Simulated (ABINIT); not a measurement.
# HgTe (Coloradoite) (F-43m) in ABINIT: notebook, part 2 of 2

ABINIT 10.8.3 (patched build). Earlier steps stand in the parts before.

### Step 6. Relaxation of cell and atoms, PBE

File run.abi:

```
pp_dirpath "./"
pseudos "Hg.upf, Te.upf"

acell 4.5459894962 4.5459894962 4.5459894962 Angstrom
rprim
     0.0000000000     0.7071067812     0.7071067812
     0.7071067812     0.0000000000     0.7071067812
     0.7071067812     0.7071067812     0.0000000000
ntypat 2
znucl 80 52
natom 2
typat 1 2
chkprim 0
chksymtnons 0
tolsym 1.0e-6
xred
            0.0            0.0            0.0
            3/4            3/4            3/4

ecut 40.0
ecutsm 0.5

kptopt 1
ngkpt 5 5 5
nshiftk 1
shiftk 0.0 0.0 0.0

ixc 11

nband 22
occopt 3
tsmear 0.00183747

nstep 80
tolvrs 1.0e-12

iomode 3
prteig 0
prtebands 0
prtwf 0
prtden 0

ionmov 2
optcell 2
ntime 50
tolmxf 2.0e-5
dilatmx 1.08
```

Potentials or basis: PseudoDojo NC SR PBE v0.4.1 standard.

Command:

```sh
$ mpirun --bind-to none -np 4 abinit run.abi > log 2>&1
```

run.abo:

```text
.Version 10.8.3 of ABINIT
 Symmetries : space group F-4 3 m (#216); Bravais cF (face-center cubic)
================================================================================
 Values of the parameters that define the memory need of the present run
     intxc =       0    ionmov =       2      iscf =       7    lmnmax =       7
     lnmax =       7     mgfft =      54  mpssoang =       4    mqgrid =    3001
     natom =       2  nloc_mem =       1    nspden =       1   nspinor =       1
    nsppol =       1      nsym =      24    n1xccc =    2501    ntypat =       2
    occopt =       3   xclevel =       2
       mpw =        6850          nfft =      157464          nkpt =          10
================================================================================
================================================================================

--------------------------------------------------------------------------------
------------- Echo of variables that govern the present computation ------------
--------------------------------------------------------------------------------
 -outvars: echo values of preprocessed input variables --------
            acell      8.5906751191E+00  8.5906751191E+00  8.5906751191E+00 Bohr
              amu      2.00590000E+02  1.27600000E+02
          chkprim           0
      chksymtnons           0
          dilatmx      1.08000000E+00
             ecut      4.00000000E+01 Hartree
           ecutsm      5.00000000E-01 Hartree
           ionmov           2
              ixc          11
         kptrlatt        5    0    0      0    5    0      0    0    5
          kptrlen      4.29533756E+01
            natom           2
            nband          22
            ngfft          54      54      54
             nkpt          10
            nstep          80
             nsym          24
            ntime          50
           ntypat           2
           occopt           3
          optcell           2
           prtden           0
        prtebands           0
           prteig           0
            prtwf           0
            rprim      0.0000000000E+00  7.0710678120E-01  7.0710678120E-01
                       7.0710678120E-01  0.0000000000E+00  7.0710678120E-01
                       7.0710678120E-01  7.0710678120E-01  0.0000000000E+00
          spgroup         216
           tolmxf      2.00000000E-05
           tolsym      1.00000000E-06
           tolvrs      1.00000000E-12
           tsmear      1.83747000E-03 Hartree
            typat      1  2
           xangst      0.0000000000E+00  0.0000000000E+00  0.0000000000E+00
                       4.8217500000E+00  4.8217500000E+00  4.8217500000E+00
            xcart      0.0000000000E+00  0.0000000000E+00  0.0000000000E+00
                       9.1117869477E+00  9.1117869477E+00  9.1117869477E+00
             xred      0.0000000000E+00  0.0000000000E+00  0.0000000000E+00
                       7.5000000000E-01  7.5000000000E-01  7.5000000000E-01
            znucl       80.00000   52.00000

================================================================================

 chkinp: Checking input parameters for consistency.

================================================================================
== DATASET  1 ==================================================================

--- !DatasetInfo
iteration_state: {dtset: 1, }
dimensions: {natom: 2, nkpt: 10, mband: 22, nsppol: 1, nspinor: 1, nspden: 1, mpw: 6850, }
[... 22 lines left out ...]
12 -101130 3 -1 1262                          pspcod,pspxc,lmax,lloc,mmax
     nproj     2     2     2     1

- pspini: atom type   2  psp file is ./Te.upf
  52.00000  16.00000  171031                  znucl, zion, pspdat
12 -101130 2 -1 1294                          pspcod,pspxc,lmax,lloc,mmax
     nproj     2     2     2     0

   2.41922595E+03                                ecore*ucvol(ha*bohr**3)
--------------------------------------------------------------------------------

================================================================================

=== [ionmov= 2] Broyden-Fletcher-Goldfarb-Shanno method (forces)
================================================================================

--- Iteration: ( 1/50) Internal Cycle: (1/1)
--------------------------------------------------------------------------------

---SELF-CONSISTENT-FIELD CONVERGENCE--------------------------------------------
[... 495 lines left out ...]
 Difference of energy with previous step (new-old):
           Absolute (Ha)=-1.38978E-06
           Relative     =-5.11909E-09

 At Broyd/MD step   5, gradients are converged :
  max grad (force/stress) = 5.0234E-06 < tolmxf= 2.0000E-05 ha/bohr (free atoms)

================================================================================

 ----iterations are completed or convergence reached----

 Mean square residual over all n,k,spin=   68.831E-15; max=  98.525E-13
 reduced coordinates (array xred) for    2 atoms
       0.000000000000      0.000000000000     -0.000000000000
       0.750000000000      0.750000000000      0.750000000000
 rms dE/dt=  2.3800E-29; max dE/dt=  3.3658E-29; dE/dt below (all hartree)
    1       0.000000000000      0.000000000000      0.000000000000
    2      -0.000000000000     -0.000000000000      0.000000000000

 cartesian coordinates (angstrom) at end:
    1     -0.00000000000000    -0.00000000000000     0.00000000000000
    2      4.99581515354698     4.99581515354698     4.99581515354698

 cartesian forces (hartree/bohr) at end:
    1      0.00000000000000     0.00000000000000    -0.00000000000000
    2     -0.00000000000000    -0.00000000000000     0.00000000000000
 frms,max,avg= 2.5600645E-30 4.0108502E-30   0.000E+00  0.000E+00  0.000E+00 h/b

 cartesian forces (eV/Angstrom) at end:
    1      0.00000000000000     0.00000000000000    -0.00000000000000
    2     -0.00000000000000    -0.00000000000000     0.00000000000000
 frms,max,avg= 1.3164381E-28 2.0624621E-28   0.000E+00  0.000E+00  0.000E+00 e/A
 length scales=  8.900798452743  8.900798452743  8.900798452743 bohr
              =  4.710099696837  4.710099696837  4.710099696837 angstroms
 Fermi (or HOMO) energy (hartree) =   0.14154   Average Vxc (hartree)=  -0.32403
 Eigenvalues (hartree) for nkpt=  10  k points:
 kpt#   1, nband= 22, wtk=  0.00800, kpt=  0.0000  0.0000  0.0000 (reduced coord)
  -4.07720   -2.17818   -2.17818   -2.17818   -1.20104   -1.20104   -1.20104   -1.20089
  -1.20089   -0.27811   -0.11198   -0.11198   -0.11198   -0.09632   -0.09632    0.10575
   0.14023    0.14023    0.14023    0.30170    0.30170    0.30170
      occupation numbers for kpt#   1
   2.00000    2.00000    2.00000    2.00000    2.00000    2.00000    2.00000    2.00000
   2.00000    2.00000    2.00000    2.00000    2.00000    2.00000    2.00000    2.00000
   1.34228    1.34228    1.34228    0.00000    0.00000    0.00000
 prteigrs : prtvol=0 or 1, do not print more k-points.

--- !EnergyTerms
iteration_state     : {dtset: 1, itime: 5, icycle: 1, }
comment             : Components of total free energy in Hartree
kinetic             :  1.04568366473824E+02
hartree             :  8.51207089760825E+01
xc                  : -5.22156589525330E+01
Ewald energy        : -1.39855897131356E+02
psp_core            :  4.85181831108342E+00
local_psp           : -2.50615453460881E+02
non_local_psp       : -2.33439648426373E+01
internal            : -2.71490080626418E+02
'-kT*entropy'       : -5.90774756254248E-05
total_energy        : -2.71490139703893E+02
total_energy_eV     : -7.38762305345798E+03
band_energy         : -3.44399761872337E+01
...

 Cartesian components of stress tensor (hartree/bohr^3)
  sigma(1 1)= -5.02338920E-08  sigma(3 2)=  0.00000000E+00
  sigma(2 2)= -5.02338920E-08  sigma(3 1)=  0.00000000E+00
  sigma(3 3)= -5.02338920E-08  sigma(2 1)=  0.00000000E+00

-Cartesian components of stress tensor (GPa)         [Pressure=  1.4779E-03 GPa]
- sigma(1 1)= -1.47793213E-03  sigma(3 2)=  0.00000000E+00
- sigma(2 2)= -1.47793213E-03  sigma(3 1)=  0.00000000E+00
- sigma(3 3)= -1.47793213E-03  sigma(2 1)=  0.00000000E+00

== END DATASET(S) ==============================================================
================================================================================

 -outvars: echo values of variables after computation  --------
            acell      8.9007984527E+00  8.9007984527E+00  8.9007984527E+00 Bohr
           etotal     -2.7149013970E+02
            fcart      1.3369500688E-30  1.3369500688E-30 -4.0108502064E-30
                      -1.3369500688E-30 -1.3369500688E-30  4.0108502064E-30
            rprim      0.0000000000E+00  7.0710678119E-01  7.0710678119E-01
                       7.0710678119E-01  0.0000000000E+00  7.0710678119E-01
                       7.0710678119E-01  7.0710678119E-01  0.0000000000E+00
           strten     -5.0233891996E-08 -5.0233891996E-08 -5.0233891996E-08
                       0.0000000000E+00  0.0000000000E+00  0.0000000000E+00
           xangst     -9.9545338382E-29 -9.9545338382E-29  2.9863601515E-28
                       4.9958151535E+00  4.9958151535E+00  4.9958151535E+00
             xred      4.4832926054E-29  4.4832926054E-29 -7.4721543424E-29
                       7.5000000000E-01  7.5000000000E-01  7.5000000000E-01
 Calculation completed.
```

It took 91 s on 4 MPI ranks of Arm Neoverse V2, shared host; peak memory 0.44 GiB.

Results:

```
Free energy                            : -7387.6231 eV
Relaxed volume                         : 36.94 Å³/atom
Relaxed cell                           : a = 4.710 Å, b = 4.710 Å, c = 4.710 Å, α = 60.00°, β = 60.00°, γ = 60.00°
Space group after relaxing (to 0.05 Å) : F-43m (No. 216)
Energy gained by relaxing              : 49.8 meV/atom
Ionic steps                            : 5
Pressure after relaxing                : 0.0 GPa
Band gap on the k mesh                 : none (metal or under the smearing width)
```

The path:
| step | energy change (eV) | largest force (eV/Å) | pressure (GPa) | volume (Å³) |
| --- | --- | --- | --- | --- |
| 1 | 0.0000 | 0.0000 | 4.77 | 66.43 |
| 2 | -0.0265 | 0.0000 | 3.97 | 67.40 |
| 3 | -0.0978 | 0.0000 | 0.51 | 72.82 |
| 4 | -0.0995 | 0.0000 | 0.08 | 73.73 |
| 5 | -0.0995 | 0.0000 | 0.00 | 73.89 |

Final structure:
```xyz
2
Lattice="0.0000 3.3305 3.3305 3.3305 0.0000 3.3305 3.3305 3.3305 0.0000" Properties=species:S:1:pos:R:3 pbc="T T T"
Hg    0.0000    0.0000    0.0000
Te    4.9958    4.9958    4.9958
```

Caveat: the volume moved by +11 % from the deposited cell, more than functionals usually miss.

### Step 7. The runs side by side

```tsv
task	level	potentials or basis	cell	cutoff (eV)	cell freedom (optcell)	optimiser (ionmov)	cutoff smearing ecutsm (Ha)	force stop (Ha/bohr)	fine-grid cutoff	gap on the mesh (eV)	pressure (GPa)	relaxed volume (Å³/atom)
single point	PBE	PseudoDojo NC SR PBE v0.4.1 standard	as given	952	-	-	-	-	-	none	4.7	-
relaxation of cell and atoms	LDA	JTH PAW LDA v2.0	relaxed	517	2	2	0.5	2e-05	1034.03 eV	none	0.0	33.63
single point	LDA	JTH PAW LDA v2.0	cell relaxed	517	-	-	-	-	1034.03 eV	none	-0.1	-
relaxation of cell and atoms	PBE	PseudoDojo NC SR PBE v0.4.1 standard	relaxed	1088	2	2	0.5	2e-05	-	none	0.0	36.94
```

Alike in all rows: no spin polarisation; k mesh 5 × 5 × 5; smearing fermi-dirac 0.05 eV.

Caveats: the volume moved by +11 % from the deposited cell, more than functionals usually miss (some runs).

Absolute energies hang on the potentials; compare differences alone.
